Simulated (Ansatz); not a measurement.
Input of an Ansatz 0.2.0 run:

Contents of input.yaml:

```yaml
crystal:
  lattice:
    - [3.5624185427, 0.0, 0.0]
    - [-1.7812092714, 3.0851449569, 0.0]
    - [0.0, 0.0, 31.56326574]
  atoms:
    - { symbol: Te, position: [0.0, 0.0, 0.05676208] }
    - { symbol: Te, position: [0.3333333333, 0.6666666667, 0.28898622] }
    - { symbol: Te, position: [0.3333333333, 0.6666666667, 0.82440425] }
    - { symbol: Te, position: [0.3333333333, 0.6666666667, 0.17559575] }
    - { symbol: Te, position: [0.3333333333, 0.6666666667, 0.71101378] }
    - { symbol: Te, position: [0.0, 0.0, 0.94323792] }
    - { symbol: Mo, position: [0.3333333333, 0.6666666667, 0.0] }
    - { symbol: Mo, position: [0.0, 0.0, 0.23230601] }
    - { symbol: Mo, position: [0.0, 0.0, 0.76769399] }
hamiltonian:
  xc: r2scan
  pseudopotentials: { kind: paw }
  hubbard: { sites: [{ species: Mo, l: d, u_eff: 5.0 }] }
kpoints:
  mp_grid: { grid: [7, 7, 1] }
scf:
  occupations: { method: fermi_dirac, width: 0.05 }
output:
  forces: true
  stress: true
  eigenvalues: true
```

Potentials or basis: Ansatz PAW.

Launch:

```console
$ ansatz run input.yaml --threads 4 --pin off --max-ram 11264MiB --backend cpu --events-out ev --progress --plain --runs-dir out
```

Question: Predict the band gap on the k mesh.

Answer: 1.15 eV, direct.

Question: Predict the largest force.

Answer: 0.125 eV/Å.

Forces on the atoms (eV/Å):
```
Te   0.000  0.000 -0.125
Te   0.000  0.000 -0.111
Te   0.000  0.000 -0.098
Te   0.000  0.000  0.098
Te   0.000  0.000  0.111
Te   0.000  0.000  0.125
Mo   0.000  0.000  0.000
Mo   0.000  0.000  0.016
Mo   0.000  0.000 -0.016
```

Caveat: odd divisions of the mesh miss points on the zone boundary, where band edges often lie, so the gap on the mesh can be too wide; spin-orbit coupling is left out, which moves the levels of the heavy elements; the PAW data sets come from PBE, with cores solved anew for the run's functional, which leaves a small shift of forces and pressure; the U is typed as a test and isn't derived for this compound.
